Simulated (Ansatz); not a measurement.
Crystal: C.

```
CELL_PARAMETERS angstrom
0.00000 1.78337 1.78337
1.78337 0.00000 1.78337
1.78337 1.78337 0.00000
ATOMIC_POSITIONS crystal
C 0.75000 0.75000 0.75000
C 0.50000 0.50000 0.50000
```

This isn't the form of C at room conditions, which is graphite.

Base run:

```yaml
Program: Ansatz 0.2.0
Functional: PBE
Potentials_or_basis: Ansatz PAW
Cutoff: "420 eV (not typed: the program's choice for these potentials)"
k_mesh: 13 × 13 × 13
Occupations: fermi-dirac, width 0.05 eV
Spin: no spin polarisation
```

Its results: band gap on the k mesh 4.15 eV, indirect (least direct gap 5.59 eV); pressure 1.8 GPa.

After a change of settings the same cell gave: band gap on the k mesh 4.15 eV, indirect (least direct gap 5.60 eV); pressure 7.9 GPa. Which change was it?
A. functional from PBE to RPBE
B. potentials or basis from Ansatz PAW to PseudoDojo stringent (PBE files); cutoff from 420 eV (not typed: the program's choice for these potentials) to 1116 eV
C. functional from PBE to rPW86-PBE
D. k mesh from 13 × 13 × 13 to 7 × 7 × 7

A.

RPBE binds less tightly than PBE, so the same cell stands under more pressure.

Caveats: the PAW data sets come from PBE, with cores solved anew for the run's functional, which leaves a small shift of forces and pressure (some runs).
